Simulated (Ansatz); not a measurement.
**PbO (Litharge) under changes of volume**

One of the cells (19.940 Å³/atom); the others are scaled copies at fixed shape and fractional positions:

```
CELL_PARAMETERS angstrom
3.99000 0.00000 0.00000
0.00000 3.99000 0.00000
0.00000 0.00000 5.01000
ATOMIC_POSITIONS crystal
Pb 0.50000 0.00000 0.76000
Pb 0.00000 0.50000 0.24000
O 0.50000 0.50000 0.00000
O 0.00000 0.00000 0.00000
```

```yaml
Program: Ansatz 0.2.0
Functional: PBEsol
Potentials_or_basis: all-electron LAPW, scalar-relativistic
Cutoff: 318 eV (chosen from the basis error)
Basis_error_allowed: 0.001 eV/atom
k_mesh: 7 × 7 × 6
Occupations: fermi-dirac, width 0.05 eV
Spin: no spin polarisation
```

```csv
volume (Å³/atom),energy over the lowest point (meV/atom),pressure (GPa),gap on the mesh (eV),largest force (eV/Å)
18.744,13.65,4.8,1.26,0.529
19.142,4.33,2.7,1.29,0.221
19.541,0.00,0.8,1.33,0.063
19.940,?,?,?,?
20.339,4.26,-2.4,1.39,0.570
20.738,11.96,-3.8,1.41,0.796
21.136,22.84,-5.0,1.44,1.005
```

Task: What does the run at 19.940 Å³/atom give?

Result: Energy over the lowest point 0.14 meV/atom; pressure -0.9 GPa; gap on the mesh 1.36 eV; largest force 0.326 eV/Å.

Worked out: A Birch-Murnaghan fit of order 3 (a polynomial in V^(-2/3)) to the other rows has its minimum at 19.73 Å³/atom with B0 = V·E''(V) = 84 GPa and B' = 4.5 at fixed shape and positions, which overstates the stiffness. It gives 0.13 meV/atom at 19.940 Å³/atom, against the run's 0.14, and -dE/dV = -0.9 GPa, against -0.9. A straight line through the other rows of the gap, of slope 1.5 eV per unit of ln V, gives 1.35 eV, against the run's 1.36.

Energies are extrapolated to zero smearing.

Caveats: spin-orbit coupling is left out, which as a rule narrows the gap of such compounds by several tenths of an eV; an odd mesh through Γ misses points on the zone boundary, where band edges often lie; forces of over 1 eV/Å show positions far from the minimum, so gaps and moduli don't describe the material at rest (some runs).
